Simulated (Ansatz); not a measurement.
Relativity in CaO

```
CELL_PARAMETERS angstrom
0.00000 2.44900 2.44900
2.44900 0.00000 2.44900
2.44900 2.44900 0.00000
ATOMIC_POSITIONS crystal
Ca 0.00000 0.00000 0.00000
O 0.50000 0.50000 0.50000
```

Atom numbers follow the list: Ca1, O2.

The geometry is COD entry 9006719, unchecked; take it as a test cell. It was measured hot, at 1427 K.

One fixed cell is solved with PBE by full-potential LAPW in Ansatz 0.2.0 under different relativistic treatments. Pressure is positive in compression.

The runs use a Γ-centred 9×9×9 k mesh, Fermi–Dirac smearing of 0.03 eV, basis error target 0.25 meV/atom, no spin polarisation.

```csv
setting,P (GPa),gap over the k mesh and a high-symmetry path (eV),"lowest level at Γ above −25 eV, from the valence-band top or, without a gap, the Fermi level (eV)"
scalar-relativistic,?,3.66,-18.68
non-relativistic,?,3.62,-18.66
```

**Question.** Give the missing entry: row "scalar-relativistic", column "P (GPa)".

**Answer.** -3.99.

**Question.** Fill in "P (GPa)" for the row "non-relativistic".

**Answer.** -3.89.
